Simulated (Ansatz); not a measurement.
# NaCl (rocksalt) from LDA to hybrids

All numbers come from Ansatz 0.2.0. (Simulation; spin polarisation is off.)

Structure: NaCl in the rocksalt structure, at its r2SCAN minimum. Space group Fm-3m (No. 225), cubic; a = 5.605 Å in the conventional setting, 22.02 Å³ an atom. Na has 6 Cl at 2.80 Å; Cl has 6 Na at 2.80 Å.

```cif
data_structure
_symmetry_space_group_name_H-M 'Fm-3m'
_symmetry_Int_Tables_number 225
_cell_length_a 5.6054
_cell_length_b 5.6054
_cell_length_c 5.6054
_cell_angle_alpha 90.000
_cell_angle_beta 90.000
_cell_angle_gamma 90.000
_cell_volume 176.12
loop_
_atom_site_label
_atom_site_type_symbol
_atom_site_symmetry_multiplicity
_atom_site_Wyckoff_symbol
_atom_site_fract_x
_atom_site_fract_y
_atom_site_fract_z
_atom_site_occupancy
Na1 Na 4 a 0.00000 0.00000 0.00000 1
Cl1 Cl 4 b 0.50000 0.00000 0.00000 1
```

Relaxed lattice by functional, symmetry kept:
```
functional  k mesh  a (Å)  volume (Å³/atom)
       PBE   8×8×8  5.695             23.09
    r2SCAN   8×8×8  5.605             22.02
    PBEsol   8×8×8  5.602             21.98
       LDA   8×8×8  5.466             20.41
     HSE06   6×6×6  5.652             22.57
```

Band edges at fixed r2SCAN geometry:
```json
{"level": "LDA", "k mesh": "8×8×8", "gap (eV)": "4.76", "kind": "direct", "edges": "Γ", "least direct gap (eV)": "4.76", "rough cost": "1.5 core-seconds"}
{"level": "PBE", "k mesh": "8×8×8", "gap (eV)": "5.18", "kind": "direct", "edges": "Γ", "least direct gap (eV)": "5.18", "rough cost": "2 core-seconds"}
{"level": "r2SCAN", "k mesh": "8×8×8", "gap (eV)": "5.98", "kind": "direct", "edges": "Γ", "least direct gap (eV)": "5.98", "rough cost": "4 core-seconds"}
{"level": "HSE06", "k mesh": "6×6×6", "gap (eV)": "6.56", "kind": "direct", "edges": "Γ", "least direct gap (eV)": "6.56", "rough cost": "60 core-seconds"}
{"level": "DDH-PBE0", "k mesh": "6×6×6", "gap (eV)": "8.54", "kind": "direct", "edges": "Γ", "least direct gap (eV)": "8.54", "rough cost": "70 core-seconds"}
{"level": "PBE0", "k mesh": "6×6×6", "gap (eV)": "7.28", "kind": "direct", "edges": "Γ", "least direct gap (eV)": "7.28", "rough cost": "60 core-seconds"}
{"level": "r2SCAN0", "k mesh": "6×6×6", "gap (eV)": "7.74", "kind": "direct", "edges": "Γ", "least direct gap (eV)": "7.74", "rough cost": "80 core-seconds"}
{"level": "LC-ωPBE", "k mesh": "6×6×6 alone", "gap (eV)": "11.99", "kind": "direct", "edges": "Γ", "least direct gap (eV)": "11.99", "rough cost": "40 core-seconds"}
{"level": "G0W0@PBE (131 empty bands, 120 eV, 4×4×4)", "k mesh": "4×4×4", "gap (eV)": "7.90", "kind": "–", "edges": "Γ (mesh)", "least direct gap (eV)": "–", "rough cost": "16 core-seconds"}
{"level": "G0W0@PBE (326 empty bands, 220 eV, 4×4×4)", "k mesh": "4×4×4", "gap (eV)": "8.05", "kind": "–", "edges": "Γ (mesh)", "least direct gap (eV)": "–", "rough cost": "110 core-seconds"}
```
PBE: smearing of 0.02 eV; the others have fixed occupations.
Wave cutoffs: 420 eV, 500 eV (r2SCAN, r2SCAN0).
A mesh marked alone had no extra points solved.
The G0W0 gap is PBE's gap over the path plus the quasiparticle shift read on the mesh. G0W0 here is at a finite number of bands, screening cutoff and k mesh, not at the basis limit.
Costs come from shared machines and give only the order; PBE's includes the band path. The runs had 4 threads of Arm Neoverse V1, on a shared host.

With HSE06 the gap is 6.56 eV and direct, at Γ.

r2SCAN covers 58 % of the step from PBE to HSE06, while HSE06 needs about 16 times r2SCAN's cost (on a coarser mesh). All these functionals give a gap of the same kind, direct.

r2SCAN (ground state on 6×6×6): ε∞: 2.41 in all directions. Born charges, averaged over directions: Na +1.08, Cl -1.08 e. PBE (ground state on 6×6×6): ε∞: 2.52 in all directions. Born charges, averaged over directions: Na +1.09, Cl -1.09 e.

On the PBEsol cell (a = 5.602 Å), with PBEsol: The optical mode at Γ lies at 166 cm⁻¹ without the longitudinal term. With the long-range field the highest mode reaches 255 cm⁻¹. The clamped-ion dielectric constant comes out as 2.57 in all directions. With the ions relaxed, ε⁰ is 6.0 in all directions. Born charges, averaged over directions: Na +1.09, Cl -1.09 e.

The meshes of the hybrids are coarse, so their gaps aren't converged to the digits shown.
